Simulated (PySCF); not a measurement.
# Structure revision by computed shifts

A compound C$_{3}$H$_{4}$N$_{2}$ gives the data below (simulated from a calculation) and was assigned the structure `C/N=C/C#N`.

¹³C{¹H} NMR (computed): δ 139.8 (CH), 139.4 (CH), 120.5 (CH).

¹H NMR (600 MHz, computed): δ 8.48 (br s, 1H), 7.46 (d, J = 1.3 Hz, 1H), 7.34 (d, J = 1.5 Hz, 1H), 7.02 (t, J = 1.4 Hz, 1H).

How the numbers were obtained: PBE0-D3(BJ)/def2-SVP structure, σ from GIAO-B3LYP/pcSseg-2, J couplings at B3LYP/pcJ-1, in PySCF 2.14.0 with density-fitted response routines (no relativistic terms, one conformer, no solvent).

Shifts are taken against calculated references (same method and geometry level): ¹H and ¹³C against TMS.

(1) Compare with the shifts computed for the proposed structure, pairing carbons in order of shift.

(2) Which isomer fits?

Answers

(1) Atoms are numbered as in `[CH3:1]/[N:2]=[CH:3]/[C:4]#[N:5]`; H(Xn) means a hydrogen on atom n.

```csv
atom,computed for proposal,given list,difference
C3,144.4,139.8,+4.6
C4,121.9,139.4,-17.5
C1,54.6,120.5,-65.9
```

The rms difference is 39.5 ppm and the largest -65.9 ppm at C1 (methyl carbon bonded to N). The carbon types in order of shift don't match either: CH, C, CH3 for the proposal against CH, CH, CH in the data. The proposal doesn't fit.

(2) `c1c[nH]cn1`.

Carbon types of the structure: 3 × CH, leaving 1 H on heteroatoms. δC 139.8: aromatic CH between two ring heteroatoms. δC 139.4, 120.5: aromatic CH next to a ring nitrogen. δH 7.46: hydrogen on an aromatic CH between two ring heteroatoms; the ring current deshields protons in the ring plane. δH 7.34, 7.02: hydrogen on an aromatic CH next to a ring nitrogen; it sits in the deshielding region of the aromatic ring current.

The data come from this structure; uniqueness wasn't tested.

Exchangeable OH/NH protons stand at their gas-phase positions; hydrogen bonding in a real sample shifts them, mostly to higher δ. Multiplet labels drop couplings under 1 Hz and merge nearly equal ones. Unscaled 3J(H,H) at this level run about 10 % above measured values. Shifts are as computed. Against solution values, carbons near 30 ppm lie about +3 ppm off and those near 130 ppm about +8 ppm. Of 1211 compounds with measured shifts, 218 miss one by over three times the rms of a fit or turn the order of signals round; such compounds aren't used in these exercises. Couplings to exchangeable protons are dropped.
